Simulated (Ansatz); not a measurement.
# CdTe: the cost of one run

Program: Ansatz 0.2.0. Level of theory: DFT PBEsol, scalar-relativistic. These are calculated values, not measurements.

## Step 1: The starting structure

Symmetry: Cmcm, No. 63, orthorhombic system. Conventional cell: a = 6.131 Å, b = 6.189 Å, c = 6.091 Å, α = 90.00°, β = 90.00°, γ = 90.00°. Cd (site symmetry m2m) is surrounded by 6 Te at 3.03 to 3.16 Å. Te (site symmetry m2m) is surrounded by 6 Cd at 3.03 to 3.16 Å.

As a file:

```cif
data_structure
_symmetry_space_group_name_H-M 'P 1'
_symmetry_Int_Tables_number 1
_cell_length_a 4.3558
_cell_length_b 4.3558
_cell_length_c 6.0907
_cell_angle_alpha 90.000
_cell_angle_beta 90.000
_cell_angle_gamma 90.545
_cell_volume 115.55
loop_
_atom_site_label
_atom_site_type_symbol
_atom_site_fract_x
_atom_site_fract_y
_atom_site_fract_z
_atom_site_occupancy
Cd1 Cd 0.27703 0.72297 0.75000 1
Cd2 Cd 0.72297 0.27703 0.25000 1
Te1 Te 0.76614 0.23386 0.75000 1
Te2 Te 0.23386 0.76614 0.25000 1
```

Atoms are numbered in the order of the input: Cd1, Cd2, Te3, Te4.

## Step 2: Volume × 0.96, LAPW

File input.yaml:

```yaml
crystal:
  lattice:
    - [3.0238630702, -3.0527848324, 0.0]
    - [3.0238630702, 3.0527848324, 0.0]
    - [0.0, 0.0, 6.0083358012]
  atoms:
    - { symbol: Cd, position: [0.27703, 0.72297, 0.75] }
    - { symbol: Cd, position: [0.72297, 0.27703, 0.25] }
    - { symbol: Te, position: [0.766137, 0.233863, 0.75] }
    - { symbol: Te, position: [0.233863, 0.766137, 0.25] }
kpoints:
  mp_grid: { grid: [9, 9, 6] }
  band_path:
    path:
      - [0.0, 0.0, 0.0]
      - [-0.5, 0.5, 0.0]
      - [-0.4952854913, 0.5047145087, 0.0]
      - [0.4952854913, 0.4952854913, 0.0]
      - [0.0, 0.0, 0.0]
      - [0.0, 0.0, 0.5]
      - [0.4952854913, 0.4952854913, 0.5]
      - [-0.4952854913, 0.5047145087, 0.5]
      - [-0.5, 0.5, 0.5]
    npoints: 5
scf:
  occupations: { method: fermi_dirac, width: 0.05 }
hamiltonian:
  xc: pbesol
  pseudopotentials: { kind: all_electron, lapw: { basis_error: 0.001 } }
output:
  forces: true
  stress: true
  eigenvalues: true
```

Run with:

```console
ansatz run input.yaml --threads 1 --pin off --max-ram 6144MiB --backend cpu --events-out ev --progress --plain --runs-dir out
```

Q: Estimate wall time and peak memory on 1 thread of Intel Xeon 6975P-C (Granite Rapids), shared host.

About 50 s, with a peak of 0.93 GiB.
